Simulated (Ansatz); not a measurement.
**Pressure against volume: FeO**

```cif
data_structure
_symmetry_space_group_name_H-M 'F-43m'
_symmetry_Int_Tables_number 216
_cell_length_a 4.6023
_cell_length_b 4.6023
_cell_length_c 4.6023
_cell_angle_alpha 90.000
_cell_angle_beta 90.000
_cell_angle_gamma 90.000
_cell_volume 97.48
loop_
_atom_site_label
_atom_site_type_symbol
_atom_site_symmetry_multiplicity
_atom_site_Wyckoff_symbol
_atom_site_fract_x
_atom_site_fract_y
_atom_site_fract_z
_atom_site_occupancy
Fe1 Fe 4 a 0.00000 0.00000 0.00000 1
O1 O 4 d 0.25000 0.25000 0.75000 1
```

The runs use the primitive cell with vectors (0.000, 2.301, 2.301), (2.301, 0.000, 2.301), (2.301, 2.301, 0.000) Å, to which the k mesh refers.

The cell was built from the zincblende type and relaxed in the same program, and has space group F-43m; it needn't be a known or the stable phase.

Semilocal functionals without U often leave such compounds metallic or with too small a gap, and the real magnetic order may differ.

Other magnetic orders may lie lower; this is the state that the run reached.

Methods: DFT, PBE, all-electron LAPW, scalar-relativistic (Ansatz 0.2.0); DFT, PBE, PAW with Ansatz's default frozen-core files, scalar-relativistic (Ansatz 0.2.0).

For LAPW: a Γ-centred 13×13×13 k mesh, Fermi–Dirac smearing of 0.08 eV, basis error target 0.5 meV/atom, spin-polarised from start moments Fe1 3 μB. PAW takes a cutoff of 420 eV at this cell. The Ansatz runs share mesh, smearing and spin set-up. Plane-wave (PAW) pressures include the program's estimate of the Pulay term.

The cell above is scaled evenly, with fractional coordinates and shape held.

```tsv
V/V(cell)	V (Å³/atom)	P, LAPW (GPa)	P, PAW (GPa)	moment, LAPW (μB)	free energy over the lowest listed, PAW (meV/atom)
0.9600	11.698	6.41	6.43	4.00	9.5
0.9800	11.941	3.04	3.05	4.01	2.3
1.0000	12.185	0.00	0.01	4.01	0.0
1.0200	12.429	-2.74	-2.73	4.01	2.1
1.0400	12.672	?	?	?	?
```

Task: Fill in the row V/V(cell) = 1.0400.

Result: P, LAPW (GPa) = -5.20, P, PAW (GPa) = -5.19, moment, LAPW (μB) = 4.01, free energy over the lowest listed, PAW (meV/atom) = 8.1.

Task: What do Birch–Murnaghan fits to the pressures give?

Result: LAPW: V0 = 12.18 Å³/atom, B0 = 144 GPa, B0′ = 4.3; PAW: V0 = 12.19 Å³/atom, B0 = 144 GPa, B0′ = 4.3.

PAW's V0 lies 0.01 % from the all-electron value and its B0 0.0 %. Symmetry fixes shape and coordinates here, so this is the relaxed modulus.
